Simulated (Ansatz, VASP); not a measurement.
## One calculation of Ir, two programs

```
CELL_PARAMETERS angstrom
0.00000 1.91552 1.91552
1.91552 0.00000 1.91552
1.91552 1.91552 0.00000
ATOMIC_POSITIONS crystal
Ir 0.00000 0.00000 0.00000
```

Alike in both runs: task relaxation of cell and atoms; functional PBEsol; k mesh 19 × 19 × 19; occupations fermi-dirac, width 0.1 eV; no spin polarisation.

|  | VASP | Ansatz |
| --- | --- | --- |
| version | VASP 6.6.1 | Ansatz 0.2.0 |
| potentials or method | VASP PAW PBE potentials, release 64 (Ir) | PAW with Ansatz's default frozen-core files, scalar-relativistic |
| plane-wave cutoff (eV) | 600 | 420 |
| valence electrons in the cell | 9 | 17 |

Ansatz gave:

| Item | Value |
| --- | --- |
| relaxed volume (Å³/atom) | 14.06 |
| relaxed cell length with the largest relative difference (Å) | 2.709 |

What did VASP give for the same quantities?

Relaxed volume (Å³/atom): 14.10; relaxed cell length with the largest relative difference (Å): 2.712.

The two sets of potentials don't hold the same shells in valence.

Caveats: the PAW data sets were made with another functional, which shifts forces and pressure a little (VASP). Spin-orbit coupling is left out, which matters for the levels of Ir.
